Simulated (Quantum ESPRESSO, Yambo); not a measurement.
# NaCl (Fm-3m): G0W0 with Yambo, start to end, part 2 of 2

Wanted: ground state, empty states, screening and self-energy for NaCl (Fm-3m).

Quantum ESPRESSO 7.5 and Yambo 5.3.0; PBE and many-body steps on it, plane waves. Known limits of the many-body steps: not at the basis limit; coarse k mesh.

So far. Step 2 (Ground state): The gap is direct, at Γ. Step 3 (Bands along the symmetry lines): The gap is 5.150 eV, as in the run before at this level.

The database entry behind the starting cell differs from later determinations by our own check (an axis about 0.4 % short against later determinations), so it need not match the best structure at ambient conditions.

## 4. Empty states on the mesh, 4×4×4 mesh, 293 bands

Level of this step: DFT, PBE, plane waves, norm-conserving pseudopotentials (Quantum ESPRESSO).

The sums over transitions need many empty states on a uniform mesh; this step solves for them.

pw.in reads:

```
&control
  calculation = 'nscf'
  prefix = 'x'
  outdir = 'o'
  pseudo_dir = 'pseudo'
/
&system
  ibrav = 0
  nat = 2
  ntyp = 2
  ecutwfc = 76.0
  nbnd = 293
  force_symmorphic = .true.
/
&electrons
  conv_thr = 1e-9
  electron_maxstep = 80
  diago_full_acc = .true.
  diago_thr_init = 5e-6
/
ATOMIC_SPECIES
  Na 22.99 Na.upf
  Cl 35.45 Cl.upf
CELL_PARAMETERS angstrom
  0.0000000000 2.8100000000 2.8100000000
  2.8100000000 0.0000000000 2.8100000000
  2.8100000000 2.8100000000 0.0000000000
ATOMIC_POSITIONS crystal
  Na 0.0000000000 0.0000000000 0.0000000000
  Cl 0.5000000000 0.5000000000 0.5000000000
K_POINTS automatic
  4 4 4 0 0 0
```

Started as:

```
$ OMP_NUM_THREADS=1 mpirun -n 8 pw.x -nk 4 -in pw.in > pw.out
```

Output:

```text
[banner, memory and clock lines left out]
Program PWSCF v.7.5 starts

     Atomic positions and unit cell read from directory:
     o/x.save/

     Message from routine setup:
     using ibrav=0 with symmetry is DISCOURAGED, use correct ibrav instead

     bravais-lattice index     =            0
     lattice parameter (alat)  =       7.5097  a.u.
     unit-cell volume          =     299.4646 (a.u.)^3
     number of atoms/cell      =            2
     number of atomic types    =            2
     number of electrons       =        16.00
     number of Kohn-Sham states=          293
     kinetic-energy cutoff     =      76.0000  Ry
     charge density cutoff     =     304.0000  Ry
     Exchange-correlation= PBE
                           (   1   4   3   4   0   0   0)

     celldm(1)=   7.509658  celldm(2)=   0.000000  celldm(3)=   0.000000
     celldm(4)=   0.000000  celldm(5)=   0.000000  celldm(6)=   0.000000

     crystal axes: (cart. coord. in units of alat)
               a(1) = (   0.000000   0.707107   0.707107 )
               a(2) = (   0.707107   0.000000   0.707107 )
               a(3) = (   0.707107   0.707107   0.000000 )

     reciprocal axes: (cart. coord. in units 2 pi/alat)
               b(1) = ( -0.707107  0.707107  0.707107 )
               b(2) = (  0.707107 -0.707107  0.707107 )
               b(3) = (  0.707107  0.707107 -0.707107 )
     Pseudo is Norm-conserving, Zval =  9.0
     Generated using ONCVPSP code by D. R. Hamann
     Using radial grid of 1992 points,  4 beta functions with:
     Pseudo is Norm-conserving + core correction, Zval =  7.0
     Generated using ONCVPSP code by D. R. Hamann
     Using radial grid of 1028 points,  6 beta functions with:
     Na                9.00    22.99000     Na( 1.00)
     Cl                7.00    35.45000     Cl( 1.00)

     48 Sym. Ops., with inversion, found

   Cartesian axes

     site n.     atom                  positions (alat units)
         1        Na     tau(   1) = (   0.0000000   0.0000000   0.0000000  )
         2        Cl     tau(   2) = (   0.7071068   0.7071068   0.7071068  )

     number of k points=     8
                       cart. coord. in units 2pi/alat
        k(    1) = (   0.0000000   0.0000000   0.0000000), wk =   0.0312500
        k(    2) = (   0.1767767   0.1767767  -0.1767767), wk =   0.2500000
        k(    3) = (  -0.3535534  -0.3535534   0.3535534), wk =   0.1250000
[...]
k(    7) = (  -0.7071068   0.0000000   0.0000000), wk =   0.0937500
        k(    8) = (  -0.7071068   0.3535534   0.0000000), wk =   0.1875000

     Dense  grid:    26813 G-vectors     FFT dimensions: (  45,  45,  45)

     The potential is recalculated from file :
     o/x.save/charge-density

     Starting wfcs are    9 randomized atomic wfcs +  284 random wfcs

     Band Structure Calculation

     End of band structure calculation

          k = 0.0000 0.0000 0.0000 (  3383 PWs)   bands (ev):

   -47.7639 -19.6862 -19.6862 -19.6862 -11.5392   1.1413   1.1413   1.1413
     6.2911  12.2033  12.2033  12.2033  14.2947  14.2947  16.0863  18.3681
    18.3681  18.3681  25.1767  26.7630  26.7630  26.7630  28.7516  28.7516
[...]
[... 25 further rows ...]
[...]
190.6088 192.8300 196.3923 196.3923 198.6370

          k = 0.1768 0.1768-0.1768 (  3362 PWs)   bands (ev):

[...]
[... 25 further rows ...]
[...]
192.2037 192.5597 192.5597 192.7994 194.4626

          k =-0.3536-0.3536 0.3536 (  3354 PWs)   bands (ev):

[...]
69.5175  71.8813  73.2719  73.9650  73.9650  77.1529  77.1529  77.3871
     [... 25 further rows ...]
   193.3504 193.3504 194.2685 194.5029 194.5029 194.9250 197.8770 198.1633
   198.1633 198.3361 198.3361 198.3558 198.8347

          k = 0.3536 0.0000 0.0000 (  3359 PWs)   bands (ev):

     [... further k-points ...]

     highest occupied, lowest unoccupied level (ev):     1.1413    6.2911

     XML data file, pseudopotentials, collected wavefunctions
```

Elapsed: 14 s, on 8 MPI ranks of Intel Xeon Platinum 8488C (Sapphire Rapids), shared host; peak memory 0.85 GiB; 1.8 min of CPU time.

This step gave:

```
gap                                                           : 5.150 eV
k of the valence top                                          : 0, 0, 0
k of the conduction bottom                                    : 0, 0, 0
least direct gap                                              : 5.150 eV
k points computed                                             : 8
lowest point of the top converged band, above the valence top : 190.7747 eV
```

On this mesh the gap is 5.150 eV.

## 5. Conversion and set-up

This step: Yambo 5.3.0; conversion and set-up on PBE, plane waves, norm-conserving pseudopotentials.

The states are converted to the many-body program's format and the q mesh is built.

Started as:

```
$ (cd o/x.save; p2y > p2y.log; mv SAVE ../..); yambo > setup.log
```

Output:

```text
 Yambo, version 5.3.0

 [02] CORE Variables Setup
 =========================

  [02.01] Unit cells
  ==================

  Cell kind             :  FCC
  Atoms in the cell     :  Na  Cl
  number of Na atoms    :  1
  number of Cl atoms    :  1

  List of atomic masses
  Mass of Na    :  22.99000
  Mass of Cl    :  35.45000

  List of atomic coordinates    : [cc]
  Na1       :  0.000000  0.000000  0.000000  order 1
  Cl1       :  5.310130  5.310130  5.310130  order 2

  Alat factors          :  5.310130  5.310130  5.310130 [a.u.]
  Direct lattice volume :  299.4646 [a.u.]
  Direct lattice vectors:  A[ 1 ]  A[ 2 ]  A[ 3 ]
   A[ 1 ]:  0.000000  1.000000  1.000000  [iru]
   0.000000  5.310130  5.310130  [cc]
   A[ 2 ]:  1.000000  0.000000  1.000000  [iru]
   5.310130  0.000000  5.310130  [cc]
   A[ 3 ]:  1.000000  1.000000  0.000000  [iru]
   5.310130  5.310130  0.000000  [cc]

  Recip. lattice volume :  0.828312 [a.u.]
  Recip. lattice vectors:  B[ 1 ]  B[ 2 ]  B[ 3 ]
   B[ 1 ]: -0.500000  0.500000  0.500000  [iku]
  -0.591623  0.591623  0.591623  [cc]
   B[ 2 ]:  0.500000 -0.500000  0.500000  [iku]
   0.591623 -0.591623  0.591623  [cc]
   B[ 3 ]:  0.500000  0.500000 -0.500000  [iku]
   0.591623  0.591623 -0.591623  [cc]

  [02.02] Symmetries
  ==================

  Inversion symmetry    : yes
  Spatial inversion     : yes
  Inversion index       :  25
  K-space Time-reversal : no
  Magnetic symmetries   : no
  Group table correct   : yes
  Symmetries units      :  [cc]

   [S  1]:   1.0000      0.20663E-16  0.20663E-16  0.20663E-16   1.0000     -0.20663E-16 -0.20663E-16 -0.20663E-16   1.0000
   [S  2]:  -1.0000     -0.20663E-16  0.20663E-16 -0.20663E-16  -1.0000     -0.20663E-16  0.20663E-16  0.20663E-16   1.0000
   [S  3]:  -1.0000      0.20663E-16 -0.20663E-16 -0.20663E-16   1.0000      0.20663E-16  0.20663E-16 -0.20663E-16  -1.0000
[...]
[... 36 further rows ...]
   [S 47]:  0.20663E-16   1.0000     -0.20663E-16 -0.20663E-16  0.20663E-16  -1.0000       1.0000     -0.20663E-16  0.20663E-16
   [S 48]:  0.20663E-16  -1.0000      0.20663E-16 -0.20663E-16 -0.20663E-16   1.0000       1.0000      0.20663E-16 -0.20663E-16

  [02.03] Reciprocal space
  ========================

  nG shells         :  293
  nG charge         :  26813
  nG WFs            :   4067
  nC WFs            :   3383
  G-vecs. in first 29 shells:  [ Number ]
     1    9   15   27   51   59   65   89  113
    137   169   181   229   259   283   307   331   339
    387   411   459   531   537   561   609   645   701
    725   749
  ...
  Shell energy in first 29 shells:  [ mHa ]
    0.00000      525.026      700.034      1400.07      1925.09      2100.10      2800.14      3325.16      3500.17
    4200.21      4725.23      5600.28      6125.30      6300.31      7000.34      7525.37      7700.38      8400.41
[...]
BZ  K-points                                      :   64

  K/Q-points units:
  rlu = crystal or reduced units; cc = cartesian coordinates; iku = interal k-units

  K [1]          [rlu]:  0.000000  0.000000  0.000000
         WF components:   3383
  K [2]          [rlu]:  0.30764E-17  0.30764E-17  0.25000
         WF components:   3362
  K [3]          [rlu]: -0.61529E-17 -0.61529E-17 -0.50000
         WF components:   3354
  K [4]          [rlu]: -0.15802E-17  0.25000      0.25000
         WF components:   3359
  K [5]          [rlu]: -0.17826E-16  0.25000     -0.50000
         WF components:   3339
  [... 2 further k-points ...]
  K [8]          [rlu]:  0.250000 -0.500000 -0.250000
         WF components:   3316

  [02.05] Energies & Occupations
  ==============================

  [X] === General ===
  [X] Electronic Temperature                        :  0.000000  0.000000 [eV K]
  [X] Bosonic    Temperature                        :  0.000000  0.000000 [eV K]
  [X] Finite Temperature mode                       : no
  [X] El. density                                   :  0.36055E+24 [cm-3]
  [X] Fermi Level                                   :  1.141326 [eV]

  [X] === Gaps and Widths ===
  [X] Conduction Band Min                           :  5.149758 [eV]
  [X] Valence Band Max                              :  0.000000 [eV]
  [X] Filled Bands                                  :   8
  [X] Empty Bands                                   :    9  293
  [X] Direct Gap                                    :  5.149758 [eV]
  [X] Direct Gap localized at k                     :  1
  [X] Indirect Gap                                  :  5.149758 [eV]
  [X] Indirect Gap between kpts                     :  1  1
  [X] Last valence band width                       :  0.763888 [eV]
  [X] 1st conduction band width                     :  3.695208 [eV]

  E @ K [1]:  [eV]
   -48.905      -20.828      -20.828      -20.828      -12.681     -0.69050E-12 -0.38368E-12   0.0000
    5.14976  11.06198  11.06198  11.06198  13.15342  13.15342  14.94498  17.22677
  occ @ K [1]
   2.000000  2.000000  2.000000  2.000000  2.000000  2.000000  2.000000  2.000000
[...]
E @ K [2]:  [eV]
[...]
occ @ K [2]
[...]
E @ K [3]:  [eV]
[...]
occ @ K [3]
[...]
E @ K [4]:  [eV]
[...]
occ @ K [4]
[...]
E @ K [5]:  [eV]
[...]
occ @ K [5]
[...]
[... 2 further k-points ...]
  E @ K [8]:  [eV]
[...]
occ @ K [8]
   2.000000  2.000000  2.000000  2.000000  2.000000  2.000000  2.000000  2.000000
   0.000000  0.000000  0.000000  0.000000  0.000000  0.000000  0.000000  0.000000

 [03] Transferred momenta grid and indexing
 ==========================================

 IBZ Q-points                                      :   8
 BZ  Q-points                                      :   64

 K/Q-points units:
 rlu = crystal or reduced units; cc = cartesian coordinates; iku = interal k-units

 Q [1]          [rlu]:  0.000000  0.000000  0.000000
 Q [2]          [rlu]:  0.30764E-17  0.30764E-17  0.25000
 Q [3]          [rlu]: -0.61529E-17 -0.61529E-17 -0.50000
[...]
Q [7]          [rlu]:  0.31603E-17 -0.50000     -0.50000
 Q [8]          [rlu]:  0.250000 -0.500000 -0.250000

  [03.01] X indexes
  =================

   [03.01.01] Sigma indexes
   ========================

 [06] Game Over & Game summary
```

Run time: 2.5 s. Hardware: 1 MPI rank; peak memory 0.25 GiB.

## 6. Screening and self-energy, 4×4×4 mesh, 293 bands, screening to 217.7 eV

G0W0 replaces the xc potential by the self-energy, built once from these orbitals. Only a window of levels is corrected, while the sums run over the empty bands that the input names.

This step: G0W0 on PBE, plane waves, norm-conserving pseudopotentials.

gw3.in reads:

```
HF_and_locXC
gw0
dyson
ppa
em1d
rim_cut
RandQpts= 1000000
RandGvec= 1 RL
EXXRLvcs= 76 Ry
VXCRLvcs= 304 Ry
Chimod= "HARTREE"
% BndsRnXp
 1 | 293 |
%
NGsBlkXp= 16 Ry
% LongDrXp
 1 | 1 | 1 |
%
% GbndRnge
 1 | 293 |
%
DysSolver= "n"
ExtendOut
PPAPntXp= 27.21138 eV
% QPkrange
 1 | 1 | 7 | 10 |
%
```

Started as:

```
$ OMP_NUM_THREADS=1 mpirun -n 8 yambo -F gw3.in -J gw3 -C gw3 > gw3.log
```

Output:

```text
 Yambo, version 5.3.0

 [02] CORE Variables Setup
 =========================

  [... cell, symmetries and grids as in the set-up ...]

  [02.05] Energies & Occupations
  ==============================

  [X] === General ===
  [X] Electronic Temperature                        :  0.000000  0.000000 [eV K]
  [X] Bosonic    Temperature                        :  0.000000  0.000000 [eV K]
  [X] Finite Temperature mode                       : no
  [X] El. density                                   :  0.36055E+24 [cm-3]
  [X] Fermi Level                                   :  1.141326 [eV]

  [X] === Gaps and Widths ===
  [X] Conduction Band Min                           :  5.149758 [eV]
  [X] Valence Band Max                              :  0.000000 [eV]
  [X] Filled Bands                                  :   8
  [X] Empty Bands                                   :    9  293
  [X] Direct Gap                                    :  5.149758 [eV]
  [X] Direct Gap localized at k                     :  1
  [X] Indirect Gap                                  :  5.149758 [eV]
  [X] Indirect Gap between kpts                     :  1  1
  [X] Last valence band width                       :  0.763888 [eV]
  [X] 1st conduction band width                     :  3.695208 [eV]

 [03] Transferred momenta grid and indexing
 ==========================================

 IBZ Q-points                                      :   8
 BZ  Q-points                                      :   64

 K/Q-points units:
 rlu = crystal or reduced units; cc = cartesian coordinates; iku = interal k-units

 Q [1]          [rlu]:  0.000000  0.000000  0.000000
 Q [2]          [rlu]:  0.30764E-17  0.30764E-17  0.25000
 Q [3]          [rlu]: -0.61529E-17 -0.61529E-17 -0.50000
 Q [4]          [rlu]: -0.15802E-17  0.25000      0.25000
 Q [5]          [rlu]: -0.19398E-16  0.25000      0.50000
 Q [6]          [rlu]: -0.61529E-17  0.25000     -0.25000
 Q [7]          [rlu]:  0.31603E-17 -0.50000     -0.50000
 Q [8]          [rlu]:  0.250000 -0.500000 -0.250000

 [04] Coloumb potential Random Integration (RIM)
 ===============================================

  [04.01] RIM initialization
  ==========================

  * Diagonal components only detected *

  8 x (sBL volume)        :  0.103539 [a.u.]
  sBZ random points       :  1000000
  Points outside the sBZ  :   7968281
  RL volume               :  0.828312 [a.u.]
  Integrated volume       :  0.831609 [a.u.]

  [04.02] RIM integrals
  =====================

  Gamma point sphere radius             :  0.085176 [a.u.]
  Points outside the sphere             :   800476
  [Int_sBZ(q=0) 1/q^2]*(Vol_sBZ)^(-1/3) =:  7.776341
                                 should be <:  7.795600

  Summary of Coulomb integrals for non-metallic bands |Q|[au] RIM/Bare

  Q [1] 0.100000E-4 0.997530 * Q [2] 0.256180 1.067779
  Q [4] 0.295811 1.067204 * Q [6] 0.418340 1.030488
  Q [5] 0.490547 1.022568 * Q [3] 0.512360 1.021209
  Q [7] 0.591623 1.017560 * Q [8] 0.661454 1.014308

 [05] Dipoles
 ============

  [05.01] Setup: observables and procedures
  =========================================

 [06] Dynamic Dielectric Matrix (PPA)
 ====================================

 [SLK-Inversion]  Pools        :  2
 [SLK-Inversion]  BLACS grid   :  2  2

 [WR./gw3//ndb.pp]---------------------------------------------------------------
  Brillouin Zone Q/K grids (IBZ/BZ)                :    8   64    8   64
  RL vectors                                       :   4111 [WF]
  Coulomb cutoff potential                         : none
  Electronic Temperature                           :  0.000000 [K]
  Bosonic    Temperature                           :  0.000000 [K]
  PPA    diel. fun.  energies                      : Perdew, Burke & Ernzerhof(X)+Perdew, Burke & Ernzerhof(C)
  wavefunctions                                    : Perdew, Burke & Ernzerhof(X)+Perdew, Burke & Ernzerhof(C)
  Global Gauge                                     : length
  X matrix size                                    :   339
  X band range                                     :    1  293
  X e/h energy range                               : -1.000000 -1.000000 [eV]
  X Time ordering                                  : R
  X Hxc Kernel                                     : HARTREE
  X Drude frequency                                :  0.000000  0.000000
  X poles                                          :  100.0000 [o/o]
  RL vectors in the sum                            :   4111
  [r,Vnl] included                                 : yes
  Field direction                                  :  0.577350E-5  0.577350E-5  0.577350E-5
  BZ energy Double Grid                            : no
  BZ energy DbGd points                            : 0
  BZ Q point size factor                           : -1.000000
  X Optical Averaged directions                    : none

 [07] Local Exchange-Correlation + Non-Local Fock
 ================================================

 [VXC] Plane waves :  26813
 [EXS] Plane waves :   3479

 QP @ state[ 1 ] K range:  1  1
 QP @ state[ 1 ] b range:   7  10

 [xc] Functional : Perdew, Burke & Ernzerhof(X)+Perdew, Burke & Ernzerhof(C)
 [xc] LIBXC used to calculate xc functional
  PP Number of Atomic Species                      :  2
  NLCC RL compoments                               :  26813
  PP Number of Atomic Species                      :  2
  NLCC RL compoments                               :  26813

 [xc] E_xc :  -9.855421 [Ha]
      E_xc :  -19.71084 [Ry]

  Local XC kind (lXC) : Perdew, Burke & Ernzerhof(X)+Perdew, Burke & Ernzerhof(C)
  Non-Local XC kind (nlXC) : Hartree-Fock

  Corrections @ K [1] :  [eV]
 <7|nlXC|7> = -18.89293 -0.83726E-17 <7|lXC|7> = -14.49345  0.000000
 <8|nlXC|8> = -18.89288  0.95099E-18 <8|lXC|8> = -14.49345 -0.75527E-15
 <9|nlXC|9> = -4.202672  0.35292E-17 <9|lXC|9> = -8.177510  0.000000
 <10|nlXC|10> = -3.619820 -0.17133E-18 <10|lXC|10> = -8.376304  0.000000

 [08] Dyson equation: Newton solver
 ==================================

  [08.01] G0W0 (W PPA)
  ====================

  [  GW  ] Bands range     :    1  293
  [GW/PPA] G damping       :  0.100000 [eV]

  QP @ state[ 1 ] K range:  1  1
  QP @ state[ 1 ] b range:   7  10

   Sc/G bands                                       :    1  293
   Sc/G damping                                     :  0.100000 ev
   Sc bands terminator                              : no
   Sx RL components                                 :   3479

   QP @ state[ 1 ] K range                          :  1  1
   QP @ state[ 1 ] b range                          :   7  10
   GF energies kind                                 : Perdew, Burke & Ernzerhof(X)+Perdew, Burke & Ernzerhof(C)
   GF WF`s kind                                     : Perdew, Burke & Ernzerhof(X)+Perdew, Burke & Ernzerhof(C)
   Xs energies kind                                 : Perdew, Burke & Ernzerhof(X)+Perdew, Burke & Ernzerhof(C)
   Xs WF`s kind                                     : Perdew, Burke & Ernzerhof(X)+Perdew, Burke & Ernzerhof(C)

 [11] Game Over & Game summary
```

The job ended after 1.8 min (8 MPI ranks; peak memory 4.3 GiB; 14 min of CPU time).

This step gave:

```
G0W0 gap on the points computed              : 8.165 eV
starting gap on the mesh                     : 5.150 eV
k of the valence top                         : 0, 0, 0
k of the conduction bottom                   : 0, 0, 0
least direct G0W0 gap on the computed points : 8.165 eV
Z at the valence top                         : 0.8140
Z at the conduction bottom                   : 0.8674
```

The gap on the mesh goes from 5.15 eV to 8.16 eV, a correction of +3.02 eV.

Limits: finite bands, cutoff and mesh; coarse k mesh. v1 is the top filled band, c1 the lowest empty one. Levels before and after the correction, in eV, zero at the valence-band top of each column:

|  | conduction bottom | valence top |
| --- | --- | --- |
| Kohn-Sham | 5.15 | 0.00 |
| G0W0 | 8.16 | 0.00 |

|  | level | energy (eV) |
| --- | --- | --- |
| Kohn-Sham | Γ v2-v1 | 0.000 |
| Kohn-Sham | Γ c1 | 5.150 |
| Kohn-Sham | Γ c2 | 11.062 |
| G0W0 | Γ v2-v1 | 0.000 |
| G0W0 | Γ c1 | 8.165 |
| G0W0 | Γ c2 | 14.560 |

## 7. Where the time went

Times are wall times on the hardware named with each run, good to a factor of about two.

| step | time | share | memory (GiB) |
| --- | --- | --- | --- |
| ground state | 3.5 s | 3 % | 0.52 |
| bands along the symmetry lines | 2.6 s | 2 % | 0.48 |
| empty states on the mesh | 14 s | 11 % | 0.85 |
| conversion and set-up | 2.5 s | 2 % | 0.25 |
| screening and self-energy | 1.8 min | 82 % | 4.3 |

## 8. Results

| Quantity | Value |
| --- | --- |
| PBE gap | 5.15 eV, direct |
| G0W0 gap on the mesh | 8.16 eV |
| GW settings | 4×4×4 mesh, 293 bands, screening to 217.7 eV, Godby-Needs plasmon pole |
| known limits | not at the basis limit; coarse k mesh |

**Reading.** G0W0 moves the gap on the mesh from 5.15 eV to 8.16 eV (+3.02 eV), with Z of 0.81 and 0.87 at the edges. Only 1 of the mesh's irreducible points was corrected, so a valley elsewhere could overtake. The dearest step here is «screening and self-energy». Bands and cutoff are finite, so the gap is not at the basis limit. The miss can reach some tenths of an eV and take either sign; the mesh is an error of its own. In the G0W0 run levels were corrected at 1 k point alone, so a gap called «on the mesh» is the least over those, and an edge elsewhere would be missed. The 4×4×4 mesh is coarse for this cell, which bears on the long-range parts of exchange and screening.

[Paths, hosts, dates, memory and timing lines, banners, echoed tables and standing remarks are left out of the program output.]

[Logs are printed without paths, hosts, clocks, repeated set-up lines and the standing remarks that a program may print on its own settings, such as how far it seeks lower states.]

[Runs of the session that timed out or met a known fault of the program may be left out.]

[Hosts, paths, dates, database ids (printed as entryN), source tags and the programs' standing remarks are cut or masked in the printed files.]
